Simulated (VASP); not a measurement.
Set up this calculation in VASP 6.6.1, as the native input.

* Task: relaxation of cell and atoms
* Functional: LDA
* Potentials or basis: VASP PAW LDA potentials, release 64 (Zr_sv, C)
* Cutoff: 520 eV
* k mesh: 16 × 16 × 16
* Occupations: gaussian, width 0.1 eV
* Spin: no spin polarisation
* Further INCAR settings: ALGO = Normal; EDIFF = 1e-07; IBRION = 2; EDIFFG = -0.002; NSW = 80; ISIF = 3

The structure of ZrC lies in POSCAR:

```
ZrC                                     
1.0
   -0.0000000000      2.3226221724      2.3226221724
    2.3226221724     -0.0000000000      2.3226221724
    2.3226221724      2.3226221724      0.0000000000
  Zr              C             
     1     1
Direct
     0.5000000000000000    0.5000000000000000    0.5000000000000000
     0.0000000000000000    0.0000000000000000    0.0000000000000000
```

These files were run (other wordings do the same):

INCAR

```
  PREC = Accurate
  ENCUT = 520
  EDIFF = 1E-7
  ISMEAR = 0
  SIGMA = 0.1
  LREAL = F
  LASPH = T
  NELM = 80
  ALGO = Normal
  ISIF = 3
  LWAVE = F
  LCHARG = F
  GGA = CA
  IBRION = 2
  NSW = 80
  EDIFFG = -0.002
```

KPOINTS

```
regular mesh
0
Gamma
  16 16 16
```

Potentials or basis: VASP PAW LDA potentials, release 64 (Zr_sv, C).

The run is started by

```bash
$ cat potpaw_LDA.64/Zr_sv/POTCAR potpaw_LDA.64/C/POTCAR > POTCAR
$ mpirun -np 1 vasp_std > vasp.out
```

It gave:

```json
{
 "Relaxed volume": "12.53 Å³/atom",
 "Relaxed cell": "a = 3.285 Å, b = 3.285 Å, c = 3.285 Å, α = 60.00°, β = 60.00°, γ = 60.00°",
 "Space group after relaxing (to 0.05 Å)": "Fm-3m (No. 225)",
 "Energy gained by relaxing": "0.0 meV/atom",
 "Ionic steps": "3",
 "Pressure after relaxing": "0.0 GPa",
 "Band gap on the k mesh": "none (metal or under the smearing width)"
}
```

Wall time 30 s on 1 thread of Intel(R) Xeon(R) Platinum 8488C (Sapphire Rapids) (shared host), peak memory 0.16 GiB.
